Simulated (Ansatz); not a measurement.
AlN in Ansatz: the effect of functional

Crystal: AlN.

```xyz
2
Lattice="0.0000 2.0345 2.0345 2.0345 0.0000 2.0345 2.0345 2.0345 0.0000" Properties=species:S:1:pos:R:3 pbc="T T T"
Al    2.0345    2.0345    2.0345
N     0.0000    0.0000    0.0000
```

Measurements of this composition are mostly on another form, of space group No. 186.

Alike in all runs:

| Quantity | Value |
| --- | --- |
| Program | Ansatz 0.2.0 |
| Task | single point |
| Potentials or basis | all-electron PAW datasets made for the crystal |
| k mesh | 6 × 6 × 6 |
| Occupations | fermi-dirac, width 0.05 eV |
| Spin | no spin polarisation |

| functional | cutoff | gap on the mesh (eV) | pressure (GPa) |
| --- | --- | --- | --- |
| PBE | 340 eV (chosen from the basis error) | ? | ? |
| HSE06 | 430 eV (chosen from the basis error) | 5.84 | -7.5 |
| PBE0 | 430 eV (chosen from the basis error) | 6.59 | -7.5 |

**Question.** What does the run with functional PBE give?

**Answer.** gap on the mesh 4.44 eV; pressure 0.3 GPa.

Caveats: all runs use coarse meshes.

A k mesh can miss the band edges.

The runs don't all hold the same shells in valence.
